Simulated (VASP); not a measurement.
SrO:

```
Sr O
1.0
     0.00000    2.56630    2.56630
     2.56630    0.00000    2.56630
     2.56630    2.56630    0.00000
Sr O
1 1
Direct
  0.50000 0.50000 0.50000
  0.00000 0.00000 0.00000
```

Program: VASP 6.6.1. Alike in all runs: task band structure; no spin polarisation; cell as given; k mesh 9 × 9 × 9; cutoff (eV) 520; smearing fermi-dirac 0.05 eV.

**Question.** Order these runs on this cell by their band gap on the k mesh, lowest first.
A. level SCAN; potentials or basis VASP PAW PBE potentials, release 64 (Sr_sv, O)
B. level TPSS; potentials or basis VASP PAW PBE potentials, release 64 (Sr_sv, O)
C. level LDA; potentials or basis VASP PAW LDA potentials, release 64 (Sr_sv, O)

**Answer.** C (3.15 eV), B (3.40 eV), A (3.78 eV).

A k mesh can miss the band edges.

Not every run made on this cell is shown here.
